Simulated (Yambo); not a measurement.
Here is a Yambo 5.3.0 calculation.

Contents of bse8.in:

```
optics
bse
bss
rim_cut
em1s
RandQpts= 1000000
RandGvec= 50 RL
Chimod= "HARTREE"
% BndsRnXs
 1 | 34 |
%
NGsBlkXs= 5 Ry
% LongDrXs
 0 | 0 | 1 |
%
BSKmod= "SEX"
BSEmod= "retarded"
BSSmod= "d"
% BSEQptR
 1 | 1 |
%
% BSEBands
 3 | 7 |
%
BSENGexx= 30 Ry
BSENGBlk= 5 Ry
% BEnRange
 0 | 10 | eV
%
% BDmRange
 0.1 | 0.1 | eV
%
BEnSteps= 200
% BLongDir
 0 | 0 | 1 |
%
BSEprop= "abs"
WRbsWF
% KfnQP_E
 1.27 | 1.0 | 1.0 |
%
```

The input scf.in:

```
&CONTROL
  calculation = 'scf'
  prefix = 'pwscf'
  outdir = './tmp'
  pseudo_dir = './pseudo'
/
&SYSTEM
  ibrav = 0
  nat = 2
  ntyp = 2
  ecutwfc = 84
  nbnd = 9
  occupations = 'smearing'
  smearing = 'fd'
  degauss = 0.00367493
  force_symmorphic = .true.
/
&ELECTRONS
  conv_thr = 4d-10
  electron_maxstep = 120
  mixing_beta = 0.5
/
ATOMIC_SPECIES
Al    26.9815 Al.upf
N     14.0070 N.upf
CELL_PARAMETERS angstrom
   0.0000000000    2.1839935596    2.1839935596
   2.1839935596    0.0000000000    2.1839935596
   2.1839935596    2.1839935596    0.0000000000
ATOMIC_POSITIONS angstrom
Al     0.0000000000    0.0000000000    0.0000000000
N      1.0919967798    1.0919967798    1.0919967798
K_POINTS automatic
10 10 10 0 0 0
```

nscf.in

```
&CONTROL
  calculation = 'nscf'
  prefix = 'pwscf'
  outdir = './tmp'
  pseudo_dir = './pseudo'
/
&SYSTEM
  ibrav = 0
  nat = 2
  ntyp = 2
  ecutwfc = 84
  nbnd = 34
  occupations = 'fixed'
  force_symmorphic = .true.
/
&ELECTRONS
  conv_thr = 1d-08
  diago_full_acc = .true.
  diago_thr_init = 1d-06
/
ATOMIC_SPECIES
Al    26.9815 Al.upf
N     14.0070 N.upf
CELL_PARAMETERS angstrom
   0.0000000000    2.1839935596    2.1839935596
   2.1839935596    0.0000000000    2.1839935596
   2.1839935596    2.1839935596    0.0000000000
ATOMIC_POSITIONS angstrom
Al     0.0000000000    0.0000000000    0.0000000000
N      1.0919967798    1.0919967798    1.0919967798
K_POINTS automatic
6 6 6 0 0 0
```

Potentials or basis: PseudoDojo 0.5 SR PBE standard.

Launch:

```sh
$ OMP_NUM_THREADS=1 pw.x -in scf.in > scf.out
$ OMP_NUM_THREADS=1 pw.x -in nscf.in > nscf.out
$ cd tmp/pwscf.save; p2y; mv SAVE ../..; cd ../..
$ OMP_NUM_THREADS=1 yambo
$ mkdir -p bse8; ln -s $PWD/g0w00/ndb.RIM bse8/
$ OMP_NUM_THREADS=1 yambo -F bse8.in -J bse8 -C bse8_out
$ OMP_NUM_THREADS=1 ypp -J bse8 -C bse8_out -e s -b 1
```

Q: What does it give for the exciton binding energy?

A: 0.50 eV.

Q: Estimate the lowest exciton energy.

A: 4.96 eV.

Q: What does it give for the band gap on the k mesh, mean-field level?

A: 3.32 eV, indirect (least direct gap 4.19 eV).

Excitons:
| energy (eV) | strength (relative to the strongest) |
| --- | --- |
| 4.963 | 0.047 |
| 4.963 | 0.21 |
| 5.840 | 7.9e-08 |
| 5.840 | 3.8e-06 |
| 5.841 | 4.2e-07 |
| 5.854 | 0.0011 |
| 5.855 | 0.53 |
| 5.855 | 0.00037 |
| 6.363 | 0.011 |
| 6.377 | 0.018 |
| 6.378 | 1 |
| 6.480 | 4.1e-09 |

Caveat: the scissor is the correction of the direct gap in an earlier G0W0 run on the same states; exciton energies and binding change strongly with the k mesh and aren't converged on this one; spectra need much finer meshes, so this one isn't converged. A k mesh can miss the band edges.
